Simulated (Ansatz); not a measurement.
# B: the cost of one run

Program: Ansatz 0.2.0. Level of theory: DFT PBE, scalar-relativistic, plane waves, PAW. These are calculated values, not measurements.

1 further run of the same task is left out (it didn't finish).

## 1. The starting structure

It takes space group Pmmn (No. 59, orthorhombic). The conventional cell has a = 2.162 Å, b = 3.007 Å, c = 2.824 Å, α = 90.00°, β = 90.00°, γ = 90.00°. B (site symmetry mm2) has 6 B at 1.97 to 2.16 Å in its first shell of neighbours.

As a file:

```cif
data_structure
_symmetry_space_group_name_H-M 'P 1'
_symmetry_Int_Tables_number 1
_cell_length_a 2.1623
_cell_length_b 3.0068
_cell_length_c 2.8240
_cell_angle_alpha 90.000
_cell_angle_beta 90.000
_cell_angle_gamma 90.000
_cell_volume 18.36
loop_
_atom_site_label
_atom_site_type_symbol
_atom_site_fract_x
_atom_site_fract_y
_atom_site_fract_z
_atom_site_occupancy
B1 B 0.00000 0.00000 0.87880 1
B2 B 0.50000 0.50000 0.12120 1
```

The cell is invented: random cell by space group and Wyckoff sites (Pmmn, No. 59). Lengths come from tabulated atomic sizes and are only a guess.

## 2. Probe: one point on a coarse mesh

input.yaml reads:

```yaml
crystal:
  lattice:
    - [2.16233847, 0.0, 0.0]
    - [0.0, 3.00681455, 0.0]
    - [0.0, 0.0, 2.823973]
  atoms:
    - { symbol: B, position: [0.0, 0.0, 0.8788037] }
    - { symbol: B, position: [0.5, 0.5, 0.1211963] }
basis:
  ecutwfc: 420
kpoints:
  mp_grid: { grid: [8, 6, 6] }
hamiltonian:
  xc: pbe
scf:
  occupations: { method: gaussian, width: 0.1 }
  lower_state_search: "off"
output:
  forces: true
  stress: true
  eigenvalues: true
```

On the command line:

```sh
> ansatz run input.yaml --threads 1 --pin off --max-ram 2560MiB --backend cpu --events-out ev --progress --plain --runs-dir out
```

**Question.** How long does this run take on 1 thread of Intel Xeon at 2.50GHz (Skylake/Cascade Lake), shared host, and how much memory does it need?

About 2 s, with a peak of 0.28 GiB.
